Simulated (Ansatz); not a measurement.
Rh:

```
Rh
1.0
     0.00000    1.89785    1.89785
     1.89785    0.00000    1.89785
     1.89785    1.89785    0.00000
Rh
1
Direct
  0.00000 0.00000 0.00000
```

```yaml
Program: Ansatz 0.2.0
Task: relaxation of cell and atoms
Functional: PBEsol
Potentials_or_basis: Ansatz PAW
Cutoff: "420 eV (not typed: the program's choice for these potentials)"
k_mesh: 12 × 12 × 12
Occupations: fermi-dirac, width 0.05 eV
Spin: no spin polarisation
```

At the start: volume 13.67 Å³/atom.

Problem. Where does the relaxation end?

Solution. It ends after 5 steps and the volume is 13.50 Å³/atom (-1.3 %); space group Fm-3m (No. 225, to 0.05 Å).

The path:
```
step  energy change (eV)  largest force (eV/Å)  volume (Å³)
   1              0.0000                0.0000        13.67
   2             -0.0008                0.0000        13.35
   3             -0.0022                0.0000        13.50
   4             -0.0022                0.0000        13.50
   5             -0.0021                0.0000        13.50
```

Final structure:
```
Rh
1.0
     0.00000    1.88965    1.88965
     1.88965    0.00000    1.88965
     1.88965    1.88965    0.00000
Rh
1
Direct
  0.00000 0.00000 0.00000
```

Caveat: the plane-wave basis is chosen anew once the cell has moved, so the energies of steps on either side of that aren't comparable; the PAW data sets come from PBE, with cores solved anew for the run's functional, which leaves a small shift of forces and pressure.
